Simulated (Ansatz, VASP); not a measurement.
**Tc: VASP beside Ansatz**

Contents of INCAR:

```
SYSTEM = Tc
PREC = Accurate ; ENCUT = 520
EDIFF = 1E-7 ; ISMEAR = -1
SIGMA = 0.03 ; LREAL = .FALSE.
LASPH = .TRUE. ; NELM = 80
ALGO = Normal ; ISIF = 2
LWAVE = .FALSE. ; LCHARG = .FALSE.
GGA = PE ; NBANDS = 12
```

Contents of KPOINTS:

```
regular mesh
0
G
  18 18 18
  0 0 0
```

The input POSCAR:

```
Tc
1.0
    0.0000000000      1.9902104161      1.8720000000
    1.9902104161      0.0000000000      1.8720000000
    1.9902104161      1.9902104161      0.0000000000
Tc
1
Direct
    0.0000000000      0.0000000000      0.0000000000
```

Input for Ansatz:

```yaml
crystal:
  lattice:
    - [0.0, 1.9902104161, 1.872]
    - [1.9902104161, 0.0, 1.872]
    - [1.9902104161, 1.9902104161, 0.0]
  atoms:
    - { symbol: Tc, position: [0.0, 0.0, 0.0] }
kpoints:
  mp_grid: { grid: [18, 18, 18] }
scf:
  occupations: { method: fermi_dirac, width: 0.03 }
hamiltonian:
  xc: pbe
  pseudopotentials: { kind: all_electron, lapw: { basis_error: 0.00025 } }
output:
  forces: true
  stress: true
  eigenvalues: true
```

Change from the starting cell: z stretched by -4 % at fixed volume.

Alike in both runs: task single point; functional PBE; k mesh 18 × 18 × 18; occupations fermi-dirac, width 0.03 eV; no spin polarisation.

```csv
,VASP,Ansatz
version,VASP 6.6.1,Ansatz 0.2.0
potentials or method,"VASP PAW PBE potentials, release 64 (Tc_pv)","all-electron LAPW, scalar-relativistic"
plane-wave cutoff (eV),520,see its input
```

VASP gave:

```
pressure (GPa)                                  : -6.5
largest component of the traceless stress (GPa) : 7.06
```

Q: Estimate Ansatz's values.

A: Pressure (GPa): -5.9; largest component of the traceless stress (GPa): 7.08.

Ansatz ran all-electron here, so the differences hold the error of VASP's frozen core and of both bases.
